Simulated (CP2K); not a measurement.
Runs of CP2K 2026.2 on Ca. Symmetry: I4/mmm, No. 139, tetragonal system. Conventional cell: a = 4.410 Å, b = 4.410 Å, c = 4.392 Å, α = 90.00°, β = 90.00°, γ = 90.00°. Around Ca (site symmetry 4/mmm) lie 8 Ca at 3.81 Å. This isn't the form of Ca at room conditions, which is fcc.

| level | cutoff of the non-local correlation (Ry) | gap on the mesh (eV) | pressure (GPa) |
| --- | --- | --- | --- |
| PW91 | - | none | -0.2 |
| OLYP | - | none | 0.9 |
| PBEsol | - | none | (a) |
| BEEF-vdW | 300 | none | 0.2 |
| LDA | - | none | (b) |
| M06-L | - | none | -1.6 |

Alike in all rows: task single point; potentials or basis POTENTIAL_UZH Ca GTH-PBE-q10; TZVP-MOLOPT-PBE-GTH basis; no spin polarisation; cell as given; k mesh 9 × 9 × 9; smearing fermi-dirac 0.05 eV.

Problem. Fill in the values left out.

Solution. (a) -0.6; (b) -1.5.

Caveats: the potentials were made for another functional, which shifts forces and pressure; the basis of atomic orbitals isn't converged, which shifts pressures, moduli and gaps.

A gap of «none» marks a metal or a gap under the smearing width.

Runs at the PBE level aren't shown here.
